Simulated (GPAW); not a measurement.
# Al (Fm-3m) in GPAW: settings compared

One crystal, Al, is run at these levels: PBE, r2SCAN; tasks: band structure, equation of state.

All numbers are computed with GPAW 26.7.0; they aren't measurements. Logs are shortened: lines on timing, memory, paths and dates and some standing lists are left out, and cuts for length are marked. The log counts tension as positive stress, the text compression.

## Step 1: The structure

Symmetry: Fm-3m, No. 225, cubic system. The conventional cell has a = 4.050 Å, b = 4.050 Å, c = 4.050 Å, α = 90.00°, β = 90.00°, γ = 90.00°. Al (site symmetry m-3m) is surrounded by 12 Al at 2.86 Å.

## Step 2: Band structure, PBE

File run.py:

```python
from ase import Atoms
from ase.dft.bandgap import bandgap
from ase.io import write
from gpaw import GPAW

atoms = Atoms(['Al'],
              cell=[[0.0, 2.024805, 2.024805],
                    [2.024805, 0.0, 2.024805],
                    [2.024805, 2.024805, 0.0]],
              scaled_positions=[[0.0, 0.0, 0.0]],
              pbc=True)

calc = GPAW(mode='lcao',
            h=0.18,
            basis='szp(dzp)',
            xc='PBE',
            kpts={'size': (11, 11, 11), 'gamma': True},
            occupations={'name': 'fermi-dirac', 'width': 0.05},
            convergence={'density': 1e-05, 'energy': 1e-05},
            maxiter=150,
            txt='gpaw.txt')
atoms.calc = calc
energy = atoms.get_potential_energy()
forces = atoms.get_forces()
calc.write('gs.gpw')
write('result.traj', atoms)
print(f'Energy: {energy:.6f} eV')
print('Forces (eV/A):')
print(forces.round(4))
print('Fermi level:', round(calc.get_fermi_level(), 4), 'eV')
print(f'Gap: {bandgap(calc)[0]:.4f} eV, direct: {bandgap(calc, direct=True)[0]:.4f} eV')

path = atoms.cell.bandpath('GXWKGLUWLK,UX', npoints=80, eps=1e-4)
bs_calc = calc.fixed_density(kpts=path, symmetry='off', txt='bands.txt')
bs = bs_calc.band_structure()
bs.write('bs.json')
print(f'Gap on the path: {bandgap(bs_calc)[0]:.4f} eV')
```

Potentials or basis: GPAW PAW data sets (gpaw-data 1.2.1), lcao:szp(dzp).

The run is started by

```
OMP_NUM_THREADS=1 python run.py
```

gpaw.txt:

```text
__  _  _
 | _ |_)|_||  |
 |__||  | ||/\| - 26.7.0

Input parameters:
  mode=LCAO(),
  basis={'default': 'szp(dzp)'},
  convergence={'density': 1e-05, 'energy': 1e-05},
  h=0.18,
  kpts=MonkhorstPack(size=(11, 11, 11), gamma=True),
  maxiter=150,
  occupations=Occupations(name='fermi-dirac', width=0.05),
  xc=XC(name='PBE')

       Al

Atoms  # Å, Bohr magnetons
|   | symbol |        x |        y |        z |    initial magnetic moments |
|---|--------|----------|----------|----------|-----------------------------|
| 0 |     Al | 0.000000 | 0.000000 | 0.000000 | ( 0.0000,  0.0000,  0.0000) |

Unit cell  # Å
| periodic |        x |        y |        z |  lengths |    angles |
|----------|----------|----------|----------|----------|-----------|
|      yes | 0.000000 | 2.024805 | 2.024805 | 2.863507 | 60.000000 |
|      yes | 2.024805 | 0.000000 | 2.024805 | 2.863507 | 60.000000 |
|      yes | 2.024805 | 2.024805 | 0.000000 | 2.863507 | 60.000000 |

Number of symmetries: 48
Symmetry operations  # r_c * U_cc + t_c -> r_c
|    | kind |            matrix            |
|----|------|------------------------------|
|  0 |  σ   |  1, 0, 0,  1, 0,-1,  1,-1, 0 |
|  1 |  C2  |  1, 0, 0,  1,-1, 0,  1, 0,-1 |
|  2 |  E   |  1, 0, 0,  0, 1, 0,  0, 0, 1 |
|  3 |  σ   |  1, 0, 0,  0, 0, 1,  0, 1, 0 |
|  4 |  C4  |  1, 0,-1,  1, 0, 0,  1,-1, 0 |
|  5 |  S6  |  1, 0,-1,  1,-1, 0,  1, 0, 0 |
|  6 |  σ   |  1, 0,-1,  0, 1,-1,  0, 0,-1 |
|  7 |  C3  |  1, 0,-1,  0, 0,-1,  0, 1,-1 |
|  8 |  S6  |  1,-1, 0,  1, 0, 0,  1, 0,-1 |
|  9 |  C4  |  1,-1, 0,  1, 0,-1,  1, 0, 0 |
| 10 |  C3  |  1,-1, 0,  0,-1, 1,  0,-1, 0 |
| 11 |  σ   |  1,-1, 0,  0,-1, 0,  0,-1, 1 |
| 12 |  σ   |  0, 1, 0,  1, 0, 0,  0, 0, 1 |
| 13 |  C4  |  0, 1, 0,  0, 1,-1, -1, 1, 0 |
| 14 |  C3  |  0, 1, 0,  0, 0, 1,  1, 0, 0 |
| 15 |  S6  |  0, 1, 0, -1, 1, 0,  0, 1,-1 |
| 16 |  C2  |  0, 1,-1,  1, 0,-1,  0, 0,-1 |
| 17 |  σ   |  0, 1,-1,  0, 1, 0, -1, 1, 0 |
| 18 |  S4  |  0, 1,-1,  0, 0,-1,  1, 0,-1 |
| 19 |  C4  |  0, 1,-1, -1, 1, 0,  0, 1, 0 |
| 20 |  C3  |  0, 0, 1,  1, 0, 0,  0, 1, 0 |
| 21 |  σ   |  0, 0, 1,  0, 1, 0,  1, 0, 0 |
| 22 |  S6  |  0, 0, 1,  0,-1, 1, -1, 0, 1 |
| 23 |  C4  |  0, 0, 1, -1, 0, 1,  0,-1, 1 |
| 24 |  S4  |  0, 0,-1,  1, 0,-1,  0, 1,-1 |
| 25 |  C3  |  0, 0,-1,  0, 1,-1,  1, 0,-1 |
| 26 |  C2  |  0, 0,-1,  0,-1, 0, -1, 0, 0 |
| 27 |  S6  |  0, 0,-1, -1, 0, 0,  0,-1, 0 |
| 28 |  S4  |  0,-1, 1,  1,-1, 0,  0,-1, 0 |
| 29 |  C4  |  0,-1, 1,  0, 0, 1, -1, 0, 1 |
| 30 |  C2  |  0,-1, 1,  0,-1, 0,  1,-1, 0 |
| 31 |  σ   |  0,-1, 1, -1, 0, 1,  0, 0, 1 |
| 32 |  C3  |  0,-1, 0,  1,-1, 0,  0,-1, 1 |
| 33 |  S6  |  0,-1, 0,  0, 0,-1, -1, 0, 0 |
| 34 |  S4  |  0,-1, 0,  0,-1, 1,  1,-1, 0 |
| 35 |  C2  |  0,-1, 0, -1, 0, 0,  0, 0,-1 |
| 36 |  C2  | -1, 1, 0,  0, 1, 0,  0, 1,-1 |
| 37 |  S6  | -1, 1, 0,  0, 1,-1,  0, 1, 0 |
| 38 |  S4  | -1, 1, 0, -1, 0, 1, -1, 0, 0 |
| 39 |  C3  | -1, 1, 0, -1, 0, 0, -1, 0, 1 |
| 40 |  S6  | -1, 0, 1,  0, 0, 1,  0,-1, 1 |
| 41 |  C2  | -1, 0, 1,  0,-1, 1,  0, 0, 1 |
| 42 |  C3  | -1, 0, 1, -1, 1, 0, -1, 0, 0 |
| 43 |  S4  | -1, 0, 1, -1, 0, 0, -1, 1, 0 |
| 44 |  C2  | -1, 0, 0,  0, 0,-1,  0,-1, 0 |
| 45 |  i   | -1, 0, 0,  0,-1, 0,  0, 0,-1 |
| 46 |  σ   | -1, 0, 0, -1, 1, 0, -1, 0, 1 |
| 47 |  C2  | -1, 0, 0, -1, 0, 1, -1, 1, 0 |

BZ-sampling:
  Number of BZ points: 1331
  Number of IBZ points: 56

  Monkhorst-Pack size: [11, 11, 11]
  Monkhorst-Pack shift: [0, 0, 0]

K-points  # in reciprocal-cell coordinates
|     |                                coordinates |     weight |
|-----|--------------------------------------------|------------|
|   0 | (  0.00000000,   0.00000000,   0.00000000) | 0.00075131 |
|   1 | (  0.09090909,   0.09090909,   0.00000000) | 0.00450789 |
|   2 | (  0.09090909,   0.09090909,   0.09090909) | 0.00601052 |
|   3 | (  0.18181818,   0.09090909,   0.09090909) | 0.00901578 |
|   4 | (  0.18181818,   0.18181818,   0.00000000) | 0.00450789 |
|   5 | (  0.18181818,   0.18181818,   0.09090909) | 0.01803156 |
|   6 | (  0.18181818,   0.18181818,   0.18181818) | 0.00601052 |
|   7 | (  0.27272727,   0.18181818,   0.09090909) | 0.01803156 |
|   8 | (  0.27272727,   0.18181818,   0.18181818) | 0.01803156 |
|   9 | (  0.27272727,   0.27272727,   0.00000000) | 0.00450789 |
| ... |                                            |            |
|  55 | (  0.45454545,   0.45454545,   0.45454545) | 0.00601052 |

basis functions: 9
Spin-components: 1 (collinear spins)
Bands:           4
Projectors:      5
Spin-degeneracy: 2
Datatype:        <class 'complex'>

Parallelization:
  kpt:    1
  domain: 1
  band:   1

Density:
  Valence electrons: 3.0
  Components: 1
  Grid points: [12 12 12]
  Charge: 0.0  # |e|

Potential:
  Grid points: [12 12 12]

species:
  Al:
    name:    Aluminium
    Z:       13.0
    valence: 3
    core:    10
    charge:  0.0  # [|e|]
    compensation charges:
      type: gauss
      rc: 0.34  # [Å]
      lmax: 2
    cutoffs:
      filter: 1.91  # [Å]
      core: 2.36  # [Å]
    projectors
    | kind |    occ | energy [eV] | rcut [Å] |
    |------|--------|-------------|----------|
    |   3s |  2.000 |      -7.753 |    1.085 |
    |   3p |  1.000 |      -2.712 |    1.085 |
    |    s |        |      19.459 |    1.085 |
    |    p |        |      24.499 |    1.085 |
    |    d |        |       0.000 |    1.085 |

    LCAO basis set for Al:
      Name: szp(dzp)
      File: <dir>
      Number of radial functions: 3
      Number of spherical harmonics: 9
        l=0, rc=7.8750 Bohr: 3s-sz confined orbital
        l=1, rc=10.4219 Bohr: 3p-sz confined orbital
        l=2, rc=10.4219 Bohr: d-type Gaussian polarization
      Number of RI-basis functions 0

Reference energy: -6603.423265  # eV

eigensolver:
  <gpaw.new.lcao.eigensolver.LCAOEigensolver object>
density mixing:
  MSR1-Mixer
  Pratt-step length: 0.05
  Maximum mixing coefficient: 0.75
  Old densities: 10
  SVD Regularization: 0.005
  Good broyden scale: 1.0
  Trust region scale: 1.0
  Backstep threshold: 4.0
  History deletion threshold: 6.0
  Fourier metric: weight=20.0, sigma=0.015

occupation numbers:
  Fermi-Dirac:
    width: 0.0500  # eV

FastPoissonSolver using
    Stencil: 12*3+1=37 point O(h^6) finite-difference Laplacian
    FFT axes: [np.int64(0), np.int64(1), np.int64(2)]
    FST axes: []

xc functional:
  name: PBE with 2 nearest neighbor stencil
interpolation: tri-quintic # 5. degree polynomial

       Al

Atoms  # Å, Bohr magnetons
|   | symbol |        x |        y |        z |    initial magnetic moments |
|---|--------|----------|----------|----------|-----------------------------|
| 0 |     Al | 0.000000 | 0.000000 | 0.000000 | ( 0.0000,  0.0000,  0.0000) |

Unit cell  # Å
| periodic |        x |        y |        z |  lengths |    angles |
|----------|----------|----------|----------|----------|-----------|
|      yes | 0.000000 | 2.024805 | 2.024805 | 2.863507 | 60.000000 |
|      yes | 2.024805 | 0.000000 | 2.024805 | 2.863507 | 60.000000 |
|      yes | 2.024805 | 2.024805 | 0.000000 | 2.863507 | 60.000000 |

Number of symmetries: 48
Symmetry operations  # r_c * U_cc + t_c -> r_c
|    | kind |            matrix            |
|----|------|------------------------------|
|  0 |  σ   |  1, 0, 0,  1, 0,-1,  1,-1, 0 |
|  1 |  C2  |  1, 0, 0,  1,-1, 0,  1, 0,-1 |
|  2 |  E   |  1, 0, 0,  0, 1, 0,  0, 0, 1 |
|  3 |  σ   |  1, 0, 0,  0, 0, 1,  0, 1, 0 |
|  4 |  C4  |  1, 0,-1,  1, 0, 0,  1,-1, 0 |
|  5 |  S6  |  1, 0,-1,  1,-1, 0,  1, 0, 0 |
|  6 |  σ   |  1, 0,-1,  0, 1,-1,  0, 0,-1 |
|  7 |  C3  |  1, 0,-1,  0, 0,-1,  0, 1,-1 |
|  8 |  S6  |  1,-1, 0,  1, 0, 0,  1, 0,-1 |
|  9 |  C4  |  1,-1, 0,  1, 0,-1,  1, 0, 0 |
| 10 |  C3  |  1,-1, 0,  0,-1, 1,  0,-1, 0 |
| 11 |  σ   |  1,-1, 0,  0,-1, 0,  0,-1, 1 |
| 12 |  σ   |  0, 1, 0,  1, 0, 0,  0, 0, 1 |
| 13 |  C4  |  0, 1, 0,  0, 1,-1, -1, 1, 0 |
| 14 |  C3  |  0, 1, 0,  0, 0, 1,  1, 0, 0 |
| 15 |  S6  |  0, 1, 0, -1, 1, 0,  0, 1,-1 |
| 16 |  C2  |  0, 1,-1,  1, 0,-1,  0, 0,-1 |
| 17 |  σ   |  0, 1,-1,  0, 1, 0, -1, 1, 0 |
| 18 |  S4  |  0, 1,-1,  0, 0,-1,  1, 0,-1 |
| 19 |  C4  |  0, 1,-1, -1, 1, 0,  0, 1, 0 |
| 20 |  C3  |  0, 0, 1,  1, 0, 0,  0, 1, 0 |
| 21 |  σ   |  0, 0, 1,  0, 1, 0,  1, 0, 0 |
| 22 |  S6  |  0, 0, 1,  0,-1, 1, -1, 0, 1 |
| 23 |  C4  |  0, 0, 1, -1, 0, 1,  0,-1, 1 |
| 24 |  S4  |  0, 0,-1,  1, 0,-1,  0, 1,-1 |
| 25 |  C3  |  0, 0,-1,  0, 1,-1,  1, 0,-1 |
| 26 |  C2  |  0, 0,-1,  0,-1, 0, -1, 0, 0 |
| 27 |  S6  |  0, 0,-1, -1, 0, 0,  0,-1, 0 |
| 28 |  S4  |  0,-1, 1,  1,-1, 0,  0,-1, 0 |
| 29 |  C4  |  0,-1, 1,  0, 0, 1, -1, 0, 1 |
| 30 |  C2  |  0,-1, 1,  0,-1, 0,  1,-1, 0 |
| 31 |  σ   |  0,-1, 1, -1, 0, 1,  0, 0, 1 |
| 32 |  C3  |  0,-1, 0,  1,-1, 0,  0,-1, 1 |
| 33 |  S6  |  0,-1, 0,  0, 0,-1, -1, 0, 0 |
| 34 |  S4  |  0,-1, 0,  0,-1, 1,  1,-1, 0 |
| 35 |  C2  |  0,-1, 0, -1, 0, 0,  0, 0,-1 |
| 36 |  C2  | -1, 1, 0,  0, 1, 0,  0, 1,-1 |
| 37 |  S6  | -1, 1, 0,  0, 1,-1,  0, 1, 0 |
| 38 |  S4  | -1, 1, 0, -1, 0, 1, -1, 0, 0 |
| 39 |  C3  | -1, 1, 0, -1, 0, 0, -1, 0, 1 |
| 40 |  S6  | -1, 0, 1,  0, 0, 1,  0,-1, 1 |
| 41 |  C2  | -1, 0, 1,  0,-1, 1,  0, 0, 1 |
| 42 |  C3  | -1, 0, 1, -1, 1, 0, -1, 0, 0 |
| 43 |  S4  | -1, 0, 1, -1, 0, 0, -1, 1, 0 |
| 44 |  C2  | -1, 0, 0,  0, 0,-1,  0,-1, 0 |
| 45 |  i   | -1, 0, 0,  0,-1, 0,  0, 0,-1 |
| 46 |  σ   | -1, 0, 0, -1, 1, 0, -1, 0, 1 |
| 47 |  C2  | -1, 0, 0, -1, 0, 1, -1, 1, 0 |

BZ-sampling:
  Number of BZ points: 1331
  Number of IBZ points: 56

  Monkhorst-Pack size: [11, 11, 11]
  Monkhorst-Pack shift: [0, 0, 0]

K-points  # in reciprocal-cell coordinates
|     |                                coordinates |     weight |
|-----|--------------------------------------------|------------|
|   0 | (  0.00000000,   0.00000000,   0.00000000) | 0.00075131 |
|   1 | (  0.09090909,   0.09090909,   0.00000000) | 0.00450789 |
|   2 | (  0.09090909,   0.09090909,   0.09090909) | 0.00601052 |
|   3 | (  0.18181818,   0.09090909,   0.09090909) | 0.00901578 |
|   4 | (  0.18181818,   0.18181818,   0.00000000) | 0.00450789 |
|   5 | (  0.18181818,   0.18181818,   0.09090909) | 0.01803156 |
|   6 | (  0.18181818,   0.18181818,   0.18181818) | 0.00601052 |
|   7 | (  0.27272727,   0.18181818,   0.09090909) | 0.01803156 |
|   8 | (  0.27272727,   0.18181818,   0.18181818) | 0.01803156 |
|   9 | (  0.27272727,   0.27272727,   0.00000000) | 0.00450789 |
| ... |                                            |            |
|  55 | (  0.45454545,   0.45454545,   0.45454545) | 0.00601052 |

basis functions: 9
Spin-components: 1 (collinear spins)
Bands:           4
Projectors:      5
Spin-degeneracy: 2
Datatype:        <class 'complex'>

Parallelization:
  kpt:    1
  domain: 1
  band:   1

Density:
  Valence electrons: 3.0
  Components: 1
  Grid points: [12 12 12]
  Charge: 0.0  # |e|

Potential:
  Grid points: [12 12 12]

species:
  Al:
    name:    Aluminium
    Z:       13.0
    valence: 3
    core:    10
    charge:  0.0  # [|e|]
    compensation charges:
      type: gauss
      rc: 0.34  # [Å]
      lmax: 2
    cutoffs:
      filter: 1.91  # [Å]
      core: 2.36  # [Å]
    projectors
    | kind |    occ | energy [eV] | rcut [Å] |
    |------|--------|-------------|----------|
    |   3s |  2.000 |      -7.753 |    1.085 |
    |   3p |  1.000 |      -2.712 |    1.085 |
    |    s |        |      19.459 |    1.085 |
    |    p |        |      24.499 |    1.085 |
    |    d |        |       0.000 |    1.085 |

    LCAO basis set for Al:
      Name: szp(dzp)
      File: <dir>
      Number of radial functions: 3
      Number of spherical harmonics: 9
        l=0, rc=7.8750 Bohr: 3s-sz confined orbital
        l=1, rc=10.4219 Bohr: 3p-sz confined orbital
        l=2, rc=10.4219 Bohr: d-type Gaussian polarization
      Number of RI-basis functions 0

Reference energy: -6603.423265  # eV

eigensolver:
  <gpaw.new.lcao.eigensolver.LCAOEigensolver object>
density mixing:
  MSR1-Mixer
  Pratt-step length: 0.05
  Maximum mixing coefficient: 0.75
  Old densities: 10
  SVD Regularization: 0.005
  Good broyden scale: 1.0
  Trust region scale: 1.0
  Backstep threshold: 4.0
  History deletion threshold: 6.0
  Fourier metric: weight=20.0, sigma=0.015

occupation numbers:
  Fermi-Dirac:
    width: 0.0500  # eV

FastPoissonSolver using
    Stencil: 12*3+1=37 point O(h^6) finite-difference Laplacian
    FFT axes: [np.int64(0), np.int64(1), np.int64(2)]
    FST axes: []

xc functional:
  name: PBE with 2 nearest neighbor stencil
interpolation: tri-quintic # 5. degree polynomial

convergence criteria:
- Maximum integral of absolute [dens]ity change: 1e-05 electrons / valence electron
- Maximum [total energy] change in last 3 cyles: 1e-05 eV / valence electron
- Maximum integral of absolute [eigenst]ate change: 4e-08 eV^2 / valence electron
maximum number of iterations: 150

SCF iterations
|iter     | |      energy | eigst |  dens |
|---------|-|-------------|-------|-------|
|iter:   1| |   -3.631739 |      c|       |
|iter:   2| |   -3.630868 |      c| -0.91 |
|iter:   3| |   -3.622608 |      c| -0.93 |
|iter:   4| |   -3.621763 |      c| -1.46 |
|iter:   5| |   -3.621763 |      c| -3.43 |
|iter:   6| |   -3.621763c|      c| -3.87 |
|iter:   7| |   -3.621763c|      c| -7.18c|

Converged in 7 steps
Energy contributions relative to reference atoms: (reference = -6603.423265)

Energy contributions:
  Kinetic:           3.136554
  Coulomb:          -1.217567
  Zero:             -0.007491
  External:          0.000000
  Xc:               -5.531277
  Entropy:          -0.003967
  Spinorbit:         0.000000
  ----------------------------
  Free energy:      -3.623746
  Extrapolated:     -3.621763

dipole moment: (-6.965072, -6.965072, -6.965072)  # |e|*Ang

Fermi level: 7.190
Eigenvalues  # (at kpt = [0.000, 0.000, 0.000])
| band index |      eig [eV] | occ [0-2] |
|------------|---------------|-----------|
|          0 |        -3.974 |     2.000 |
|          1 |        20.225 |     0.000 |
|          2 |        20.226 |     0.000 |
|          3 |        20.226 |     0.000 |

No gap
No difference between direct/indirect transitions

Forces  # eV/Ang
|        x |       y |       z |
|----------|---------|---------|
| -0.00000 | 0.00000 | 0.00000 |  # Al   0

# Writing to gs.gpw (mode='')
```

Wall time 85 s (1 thread of Arm Neoverse V2, shared host); peak memory 0.13 GiB.

The run converged, but some of its settings lie outside the range that counts as converged, so its numbers aren't taken as properties of the crystal.

What came out:

```
Free energy             : -3.6237 eV
Band gap along the path : none (metal or under the smearing width)
```

Caveat: the real-space grid adds noise to forces; the basis of atomic orbitals isn't converged, which shifts pressures, moduli and gaps.

## Step 3: Band structure, PBE

Changes to run.py since step 2:

```diff
@@ -14,3 +14,3 @@
             h=0.18,
-            basis='szp(dzp)',
+            basis='sz(dzp)',
             xc='PBE',
```

Potentials or basis: GPAW PAW data sets (gpaw-data 1.2.1), lcao:sz(dzp).

The run is started by

```
OMP_NUM_THREADS=1 python run.py
```

Wall time 21 s (1 thread of Arm Neoverse V2, shared host); peak memory 0.12 GiB.

The run converged, but some of its settings lie outside the range that counts as converged, so its numbers aren't taken as properties of the crystal.

Results:

| Property | Result |
| --- | --- |
| Free energy | -3.0717 eV |
| Band gap along the path | none (metal or under the smearing width) |

Caveat: the real-space grid adds noise to forces; the basis of atomic orbitals isn't converged, which shifts pressures, moduli and gaps.

(Continued in part 2 of 2.)
